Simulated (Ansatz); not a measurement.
ScAl: one input, then a changed one

Structure from Materials Project entry mp-999206 (possibly hypothetical), not relaxed further.

First run: DFT, LDA, all-electron LAPW, scalar-relativistic (Ansatz 0.2.0).

Command: `ansatz run input.yaml --threads 1 --pin off --max-ram 4096MiB --backend cpu --events-out ev --progress --plain --runs-dir out` The run took 66 s on 1 thread of Arm Neoverse V2 (shared host), peak memory 0.75 GiB.

```yaml
crystal:
  lattice:
    - [2.163399, -5.250219, 0.0]
    - [2.163399, 5.250219, 0.0]
    - [0.0, 0.0, 3.771292]
  atoms:
    - { symbol: Sc, position: [0.864681, 0.135319, 0.75] }
    - { symbol: Sc, position: [0.135319, 0.864681, 0.25] }
    - { symbol: Al, position: [0.584505, 0.415495, 0.75] }
    - { symbol: Al, position: [0.415495, 0.584505, 0.25] }
kpoints:
  mp_grid: { grid: [10, 10, 11] }
  band_path:
    path:
      - [0.0, 0.0, 0.0]
      - [-0.5, 0.5, 0.0]
      - [-0.292448116, 0.707551884, 0.0]
      - [0.292448116, 0.292448116, 0.0]
      - [0.0, 0.0, 0.0]
      - [0.0, 0.0, 0.5]
      - [0.292448116, 0.292448116, 0.5]
      - [-0.292448116, 0.707551884, 0.5]
      - [-0.5, 0.5, 0.5]
    npoints: 5
scf:
  occupations: { method: fermi_dirac, width: 0.05 }
hamiltonian:
  xc: lda
  pseudopotentials: { kind: all_electron, lapw: { basis_error: 0.001 } }
output:
  forces: true
  stress: true
  eigenvalues: true
```

Result: converged; pressure -4.30 GPa; largest force 0.051 eV/Å; no gap on the k mesh; 10 SCF iterations.

A second run of a changed input logged this at its end:

```
  max |Σ_I F_I| component: 2.46e-22 eV/Å
--- Stress (GPa, compression-positive) ---
        1.068860       0.000000      -0.000000
        0.000000      11.816777      -0.000000
       -0.000000      -0.000000     -35.271103
  P = ⅓ Tr σ = -7.4618 GPa (-74.618 kbar)
--- Band table (eV) ---
  k-point 0: bands = ["-93.9525", "-93.9484", "-56.2236", "-56.2052", "-56.1356", "-56.1200", "-56.1195", "-56.1166", "-39.6144", "-39.5945", "-18.7948", "-18.6579", "-18.5293", "-18.4732", "-18.3984", "-18.3828", "0.5388", "4.8475", "6.4823", "7.9463", "8.5549", "9.3573", "9.5018", "9.5934", "10.5326", "11.0013", "11.0341"]
```

Task: What was wrong with the input?

Result: One k-point for a small cell, by this change (others could give a like log):
```diff
@@ -10,5 +10,5 @@
     - { symbol: Al, position: [0.415495, 0.584505, 0.25] }
 kpoints:
-  mp_grid: { grid: [10, 10, 11] }
+  mp_grid: { grid: [1, 1, 1] }
   band_path:
     path:
@@ -25,4 +25,5 @@
 scf:
   occupations: { method: fermi_dirac, width: 0.05 }
+  max_iter: 50
 hamiltonian:
   xc: lda
```
